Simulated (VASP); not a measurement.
A run of VASP 6.6.1 is set up as follows.

Contents of POSCAR:

```
KTaO3
1.0
    3.9883000000      0.0000000000      0.0000000000
    0.0000000000      3.9883000000      0.0000000000
    0.0000000000      0.0000000000      3.9883000000
Ta K O
1 1 3
Direct
    0.0000000000      0.0000000000      0.0000000000
    0.5000000000      0.5000000000      0.5000000000
    0.0000000000      0.0000000000      0.5000000000
    0.0000000000      0.5000000000      0.0000000000
    0.5000000000      0.0000000000      0.0000000000
```

INCAR.step1

```
PREC = Accurate ; ENCUT = 520
EDIFF = 1E-6 ; ISMEAR = 0
SIGMA = 0.02 ; LREAL = False
LASPH = True ; NELM = 100
ALGO = Normal ; ISIF = 2
LWAVE = False ; LCHARG = True
LMAXMIX = 4 ; GGA = PE
KPAR = 2
```

KPOINTS.step1

```
Automatic mesh
0
Gamma
  8 8 8
```

Contents of INCAR.step2:

```
PREC = Accurate ; ENCUT = 520
EDIFF = 1E-6 ; ISMEAR = 0
SIGMA = 0.05 ; LREAL = False
LASPH = True ; NELM = 100
ALGO = Normal ; ISIF = 2
LWAVE = False ; LCHARG = False
LMAXMIX = 4 ; GGA = PE
ICHARG = 11 ; KPAR = 2
```

Contents of KPOINTS.step2:

```
path GXMGRX,MR
15
line-mode
reciprocal
 0.0000000000  0.0000000000  0.0000000000  G
 0.0000000000  0.5000000000  0.0000000000  X

 0.0000000000  0.5000000000  0.0000000000  X
 0.5000000000  0.5000000000  0.0000000000  M

 0.5000000000  0.5000000000  0.0000000000  M
 0.0000000000  0.0000000000  0.0000000000  G

 0.0000000000  0.0000000000  0.0000000000  G
 0.5000000000  0.5000000000  0.5000000000  R

 0.5000000000  0.5000000000  0.5000000000  R
 0.0000000000  0.5000000000  0.0000000000  X

 0.5000000000  0.5000000000  0.0000000000  M
 0.5000000000  0.5000000000  0.5000000000  R
```

Potentials or basis: VASP PAW PBE potentials, release 64 (Ta_pv, K_sv, O).

Run with:

```console
$ cat potpaw_PBE.64/Ta_pv/POTCAR potpaw_PBE.64/K_sv/POTCAR potpaw_PBE.64/O/POTCAR > POTCAR
$ cp INCAR.step1 INCAR
$ cp KPOINTS.step1 KPOINTS
$ mpirun -np 2 vasp_std > vasp.out
$ cp INCAR.step2 INCAR
$ cp KPOINTS.step2 KPOINTS
$ mpirun -np 2 vasp_std > vasp.out
```

(1) Predict the band gap along the path.

(2) What does it give for the band gap on the k mesh?

## Answers

(1) 2.18 eV, indirect (least direct gap 2.80 eV).

(2) 2.18 eV, indirect (least direct gap 2.80 eV).

Caveat: the log is that of the step along the path at fixed density, whose energy, stress, charges and moments have no meaning; spin-orbit coupling is left out, which moves the levels of the heavy elements.
